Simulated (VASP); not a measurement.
## BaTiO3 (Barioperovskite): band structure with HSE06

BaTiO3 (Barioperovskite):

```
Ba Ti O
1.0
     3.98550    0.00000    0.00000
     0.00000    2.83690    2.84515
     0.00000   -2.83690    2.84515
Ba Ti O
1 1 3
Cartesian
  0.0000 0.0000 0.0000
  1.9928 0.0000 2.9157
  1.9928 1.3804 4.2594
  1.9928 -1.3804 4.2594
  0.0000 0.0000 2.7735
```

```json
{"Program": "VASP 6.6.1", "Task": "band structure", "Functional": "HSE06", "Potentials or basis": "VASP PAW PBE potentials, release 64 (Ba_sv, Ti_sv, O)", "Cutoff": "520 eV", "k mesh": "4 × 4 × 4", "Occupations": "gaussian, width 0.02 eV", "Spin": "no spin polarisation", "Ladder": "gaps", "Grid for exact exchange (PRECFOCK)": "Fast", "Screening parameter": "0.2 1/A", "Further INCAR settings": "ALGO = Normal; EDIFF = 1e-06; NBANDS = 28"}
```

The pressure is -1.5 GPa, the largest force is 0.411 eV/Å and the band gap on the k mesh is 3.27 eV, indirect (least direct gap 3.46 eV). The band gap along the path is 3.27 eV, indirect (least direct gap 3.46 eV).

Forces in eV/Å, atoms in the order of the input:
```
Ba   0.000  0.000  0.163
Ti   0.000  0.000  0.361
O    0.000 -0.109 -0.397
O    0.000  0.109 -0.397
O    0.000  0.000  0.269
```

Stress tensor (GPa, compression positive):
```
-1.31  0.00  0.00
 0.00 -1.21  0.00
 0.00  0.00 -1.86
```

Levels at the corners of the path, in eV from the valence-band top:
```csv
point,band 16,band 17,band 18,band 19,band 20,band 21,band 22,band 23,band 24,band 25
Γ,-1.23,-1.18,-0.32,-0.24,-0.19,3.27,3.33,3.48,5.40,5.45
X,-2.84,-1.85,-0.97,-0.93,-0.14,5.14,5.21,5.65,6.36,9.50
X,-2.84,-1.85,-0.97,-0.93,-0.14,5.14,5.21,5.65,6.36,9.50
S,-2.06,-1.94,-1.76,-0.86,-0.80,3.54,5.13,5.16,5.44,7.56
S,-2.06,-1.94,-1.76,-0.86,-0.80,3.54,5.13,5.16,5.44,7.56
R,-2.84,-1.92,-0.95,-0.94,-0.09,5.16,5.17,5.65,6.22,9.46
R,-2.84,-1.92,-0.95,-0.94,-0.09,5.16,5.17,5.65,6.22,9.46
A,-2.54,-2.52,-0.05,-0.01,0.00,5.86,5.92,5.93,8.23,8.29
A,-2.54,-2.52,-0.05,-0.01,0.00,5.86,5.92,5.93,8.23,8.29
Z,-2.08,-1.91,-1.83,-0.88,-0.83,3.49,5.09,5.20,5.38,7.43
Z,-2.08,-1.91,-1.83,-0.88,-0.83,3.49,5.09,5.20,5.38,7.43
Γ,-1.23,-1.18,-0.32,-0.24,-0.19,3.27,3.33,3.48,5.40,5.45
Γ,-1.23,-1.18,-0.32,-0.24,-0.19,3.27,3.33,3.48,5.40,5.45
Y,-2.84,-1.85,-0.97,-0.93,-0.14,5.14,5.21,5.65,6.36,9.50
Y,-2.84,-1.85,-0.97,-0.93,-0.14,5.14,5.21,5.65,6.36,9.50
X1,-2.84,-1.85,-0.97,-0.93,-0.14,5.14,5.21,5.65,6.36,9.50
X1,-2.84,-1.85,-0.97,-0.93,-0.14,5.14,5.21,5.65,6.36,9.50
A1,-2.54,-2.52,-0.05,-0.01,0.00,5.86,5.92,5.93,8.23,8.29
A1,-2.54,-2.52,-0.05,-0.01,0.00,5.86,5.92,5.93,8.23,8.29
T,-2.54,-2.52,-0.05,-0.01,0.00,5.86,5.92,5.93,8.23,8.29
T,-2.54,-2.52,-0.05,-0.01,0.00,5.86,5.92,5.93,8.23,8.29
Y,-2.84,-1.85,-0.97,-0.93,-0.14,5.14,5.21,5.65,6.36,9.50
Z,-2.08,-1.91,-1.83,-0.88,-0.83,3.49,5.09,5.20,5.38,7.43
T,-2.54,-2.52,-0.05,-0.01,0.00,5.86,5.92,5.93,8.23,8.29
```

Wall time 39 min on 4 MPI ranks on AMD EPYC 9R45 96-Core Processor (Zen 5) (shared host), peak memory 0.41 GiB a rank.

Caveat: the PAW data sets were made with another functional, which shifts forces and pressure a little; spin-orbit coupling is left out, which moves the levels of the heavy elements.
